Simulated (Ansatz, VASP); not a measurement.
## Two plane-wave programs on LiF

Contents of INCAR:

```
SYSTEM = LiF
  PREC = Accurate
  ENCUT = 520
  EDIFF = 1E-7
  ISMEAR = 0
  SIGMA = 0.0058
  LREAL = .False.
  LASPH = .True.
  NELM = 60
  ALGO = Normal
  ISIF = 2
  LWAVE = .False.
  LCHARG = .False.
  GGA = PE
  NBANDS = 12
```

The input KPOINTS:

```
Automatic mesh
0
Gamma
  8 8 8
  0 0 0
```

File POSCAR:

```
LiF
1.0
    0.0000000000      2.2509356639      2.2509356639
    2.2509356639      0.0000000000      2.2509356639
    2.2509356639      2.2509356639      0.0000000000
Li F
1 1
Direct
    0.0000000000      0.0000000000      0.0000000000
    0.5000000000      0.5000000000      0.5000000000
```

Input for Ansatz:

```yaml
crystal:
  lattice:
    - [0.0, 2.2509356639, 2.2509356639]
    - [2.2509356639, 0.0, 2.2509356639]
    - [2.2509356639, 2.2509356639, 0.0]
  atoms:
    - { symbol: Li, position: [0.0, 0.0, 0.0] }
    - { symbol: F, position: [0.5, 0.5, 0.5] }
basis:
  ecutwfc: 420
kpoints:
  mp_grid: { grid: [8, 8, 8] }
hamiltonian:
  xc: pbe
scf:
  occupations: { method: gaussian, width: 0.0058 }
  mixing: { ndim: 4 }
  max_iter: 97
output:
  forces: true
  stress: true
  eigenvalues: true
  optics: { e_range: [0, 10], sigma: 0.2 }
```

Alike in both runs: task single point; functional PBE; k mesh 8 × 8 × 8; occupations gaussian, width 0.0058 eV; no spin polarisation.

|  | VASP | Ansatz |
| --- | --- | --- |
| version | VASP 6.6.1 | Ansatz 0.2.0 |
| potentials or method | VASP PAW PBE potentials, release 64 (Li_sv, F) | scalar-relativistic, plane waves, PAW |
| plane-wave cutoff (eV) | 520 | 420 |
| valence electrons in the cell | 10 | 10 |

```csv
,VASP,Ansatz,Ansatz less VASP
gap on the k mesh at the Fermi level (eV),6.67,6.67,0.000
least direct gap on the mesh (eV),6.67,6.67,0.000
```

 A k mesh can miss the band edges. As with any semilocal functional, this PBE gap is likely too small.
